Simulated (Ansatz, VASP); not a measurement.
## Hf in VASP and in Ansatz

```
Hf
1.0
     3.25940    0.00000    0.00000
    -1.62970    2.82272    0.00000
     0.00000    0.00000    5.15700
Hf
2
Direct
  0.66667 0.33333 0.75000
  0.33333 0.66667 0.25000
```

Change from the starting cell: volume scaled by 1.06.

Alike in both runs: task single point; functional PBE; k mesh 10 × 10 × 5; occupations fermi-dirac, width 0.05 eV; no spin polarisation.

```csv
,VASP,Ansatz
version,VASP 6.6.1,Ansatz 0.2.0
potentials or method,"VASP PAW PBE potentials, release 64 (Hf_pv)",Ansatz PAW
plane-wave cutoff (eV),520,420
valence electrons in the cell,20,52
```

|  | VASP | Ansatz | Ansatz less VASP |
| --- | --- | --- | --- |
| gap on the k mesh at the Fermi level (eV) | none | none | - |
| pressure (GPa) | -5.5 | -5.1 | +0.43 |
| largest component of the traceless stress (GPa) | 0.45 | 0.39 | -0.054 |

A gap of «none» marks a metal or a gap that the smearing closes. With one functional, cell and mesh, what is left measures potentials, basis and numerics. The two sets of potentials don't hold the same shells in valence.

The runs have no spin-orbit coupling, so splittings on Hf are missing.
